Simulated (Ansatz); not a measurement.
**Every step of a relaxation of WS2 (Tungstenite)**

DFT, PBE, all-electron LAPW, non-relativistic (Ansatz 0.2.0); a Γ-centred 13×13×13 k mesh, Fermi–Dirac smearing of 0.05 eV, no spin polarisation. The run relaxes cell and atoms at a target pressure of 0 GPa.

Command: `ansatz run input.yaml --threads 2 --pin off --max-ram 6144MiB --backend cpu --events-out ev --progress --plain --runs-dir out` It took 11 min on 2 threads of Intel(R) Xeon(R) Platinum 8375C CPU @ 2.90GHz (Ice Lake), with other jobs on the host, peak memory 1.4 GiB.

```yaml
crystal:
  lattice:
    - [1.5938297575, 0.9201980396, 7.4571643862]
    - [-1.5938297575, 0.9201980396, 7.4571643862]
    - [0.0, -1.8403960791, 7.4571643862]
  atoms:
    - { symbol: W, position: [0.0006775661, 0.0006775661, 0.0006775661] }
    - { symbol: S, position: [0.2637845998, 0.2637845998, 0.2637845998] }
    - { symbol: S, position: [0.4042378341, 0.4042378341, 0.4042378341] }
kpoints:
  mp_grid: { grid: [13, 13, 13] }
scf:
  occupations: { method: fermi_dirac, width: 0.05 }
hamiltonian:
  xc: pbe
  pseudopotentials:
    kind: all_electron
    lapw: { basis_error: 0.0005 }
    relativity: none
output:
  forces: true
  stress: true
  eigenvalues: true
relax:
  f_tol: 0.005
  max_steps: 20
  cell: {}
```

Each step lists its free energy a cell above the last geometry, the pressure, the cell vectors (Å), and Cartesian positions (Å) with forces (eV/Å).

The first step:

```
step 1  dF = 41.66 meV  P = 5.13 GPa
  cell 1.5938 0.9202 7.4572  -1.5938 0.9202 7.4572  0.0000 -1.8404 7.4572
  W 0.0000 0.0000 0.0152   0.0000 0.0000 0.0000
  S 0.0000 0.0000 5.9013   0.0000 0.0000 -0.6511
  S 0.0000 0.0000 9.0434   0.0000 0.0000 0.6511
```

Where does the relaxation end, and by which steps?

After 6 geometries, with conventional a, b, c = 3.234, 3.234, 22.378 Å, at 22.528 Å³/atom (+2.99 % against the start) in space group R3m, with a shortest distance of 2.452 Å. The further steps:
```
step 2  dF = 12.61 meV  P = -1.89 GPa
  cell 1.6362 0.9447 7.4598  -1.6362 0.9447 7.4598  0.0000 -1.8893 7.4598
  W 0.0000 0.0000 0.0152   0.0000 0.0000 0.0000
  S 0.0000 0.0000 5.8957   0.0000 0.0000 0.0626
  S 0.0000 0.0000 9.0542   0.0000 0.0000 -0.0626
step 3  dF = 0.23 meV  P = -0.25 GPa
  cell 1.6170 0.9336 7.4593  -1.6170 0.9336 7.4593  0.0000 -1.8671 7.4593
  W 0.0000 0.0000 0.0152   0.0000 0.0000 -0.0001
  S 0.0000 0.0000 5.8823   0.0000 0.0000 0.0635
  S 0.0000 0.0000 9.0667   0.0000 0.0000 -0.0635
step 4  dF = 0.00 meV  P = -0.02 GPa
  cell 1.6172 0.9337 7.4590  -1.6172 0.9337 7.4590  0.0000 -1.8674 7.4590
  W 0.0000 0.0000 0.0152   0.0000 0.0000 0.0000
  S 0.0000 0.0000 5.8853   0.0000 0.0000 0.0058
  S 0.0000 0.0000 9.0630   0.0000 0.0000 -0.0058
step 5  dF = 0.00 meV  P = 0.00 GPa
  cell 1.6172 0.9337 7.4593  -1.6172 0.9337 7.4593  0.0000 -1.8674 7.4593
  W 0.0000 0.0000 0.0152   0.0000 0.0000 0.0000
  S 0.0000 0.0000 5.8859   0.0000 0.0000 0.0000
  S 0.0000 0.0000 9.0630   0.0000 0.0000 0.0000
step 6  dF = 0.00 meV  P = 0.00 GPa
  cell 1.6172 0.9337 7.4594  -1.6172 0.9337 7.4594  0.0000 -1.8674 7.4594
  W 0.0000 0.0000 0.0152   0.0000 0.0000 0.0000
  S 0.0000 0.0000 5.8861   0.0000 0.0000 -0.0001
  S 0.0000 0.0000 9.0631   0.0000 0.0000 0.0001
step 7  dF = 0.00 meV  P = 0.00 GPa  (same geometry on a basis chosen anew; earlier energies don't compare to the last digit)
  cell 1.6172 0.9337 7.4594  -1.6172 0.9337 7.4594  0.0000 -1.8674 7.4594
  W 0.0000 0.0000 0.0152   0.0000 0.0000 0.0000
  S 0.0000 0.0000 5.8861   0.0000 0.0000 -0.0001
  S 0.0000 0.0000 9.0631   0.0000 0.0000 0.0001
```
